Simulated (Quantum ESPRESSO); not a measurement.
BN:

```xyz
4
Lattice="1.2511 -2.1670 0.0000 1.2511 0.7223 3.3729 -3.7534 -2.1670 0.0000" Properties=species:S:1:pos:R:3 pbc="T T T"
B    -1.2364   -2.1661    0.0047
B     2.4875   -1.4456    3.3616
N    -1.3045   -2.1665    3.3700
N     0.0534   -0.0005    3.3643
```

The cell is a database's computed one.

* Program: Quantum ESPRESSO 7.5
* Task: relaxation of the atoms
* Functional: revPBE
* Dispersion: rVV10
* Potentials or basis: PseudoDojo 0.4.1 SR LDA standard
* Cutoff: 1143 eV
* Density cutoff: 4572 eV
* k mesh: 6 × 4 × 4
* Occupations: fermi-dirac, width 0.136 eV
* Spin: no spin polarisation

At the start: volume 9.14 Å³/atom.

Q: Where does the relaxation end?

A: Over 7 steps the energy falls by 46.3 meV/atom; space group R3m (No. 160, to 0.05 Å).

Step by step:
```tsv
step	energy change (eV)	largest force (eV/Å)
1	0.0000	3.5824
2	-0.1431	1.7041
3	-0.1825	0.1871
4	-0.1841	0.1205
5	-0.1852	0.0858
6	-0.1854	0.0237
7	-0.1854	0.0052
```

Final structure:
```
CELL_PARAMETERS angstrom
1.25112 -2.16701 0.00000
1.25112 0.72234 3.37293
-3.75337 -2.16701 0.00000
ATOMIC_POSITIONS crystal
B 0.50003 0.99889 0.49961
B 0.99999 0.99898 0.99965
N 0.50000 0.99827 0.83277
N 0.99999 0.99845 0.33284
```

Caveat: the k mesh is coarse (spacing up to 0.47 Å⁻¹), so the values aren't converged; the potentials were made for another functional, which shifts forces and pressure; rVV10's parameter b was fitted to another functional.
